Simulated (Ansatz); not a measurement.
Relaxed bulk AlCo:

```cif
data_structure
_symmetry_space_group_name_H-M 'Pm-3m'
_symmetry_Int_Tables_number 221
_cell_length_a 2.8226
_cell_length_b 2.8226
_cell_length_c 2.8226
_cell_angle_alpha 90.000
_cell_angle_beta 90.000
_cell_angle_gamma 90.000
_cell_volume 22.49
loop_
_atom_site_label
_atom_site_type_symbol
_atom_site_symmetry_multiplicity
_atom_site_Wyckoff_symbol
_atom_site_fract_x
_atom_site_fract_y
_atom_site_fract_z
_atom_site_occupancy
Al1 Al 1 a 0.00000 0.00000 0.00000 1
Co1 Co 1 b 0.50000 0.50000 0.50000 1
```

Miller indices refer to the conventional cell of Pm-3m (No. 221), a = 2.823 Å, b = 2.823 Å, c = 2.823 Å, α = 90.00°, β = 90.00°, γ = 90.00°.

Consider the (100) slab of 9 planes, 11.3 Å thick with 15 Å of vacuum as cut; outer planes Co (top) and Co (bottom), all atoms relaxed.

Method: DFT PBEsol, scalar-relativistic, plane waves, PAW in Ansatz 0.2.0. Cutoff 420 eV; k points 12×12×1 on the computed 9-atom cell (Γ-centred); Gaussian smearing, width 0.10 eV; no spin polarisation. A dipole correction removes the field between periodic images along c.

The slab isn't stoichiometric (Al4Co5), so its surface energy depends on the chemical potentials; it is given with the excess atoms taken from the element's standard state, a limit at which the compound may itself be unstable, so the figure can be too low.

(1) Give the surface energy with the excess atoms taken from the elements.

(2) Give the work function.

(3) The top two planes lie 1.411 Å apart in the bulk. How does relaxation change this?

Spin polarisation was left out, and a magnetic state may lie lower.

## Answers

(1) 3.85 J/m².

(2) 4.51 eV.

(3) The spacing becomes 1.269 Å (-10.1 %).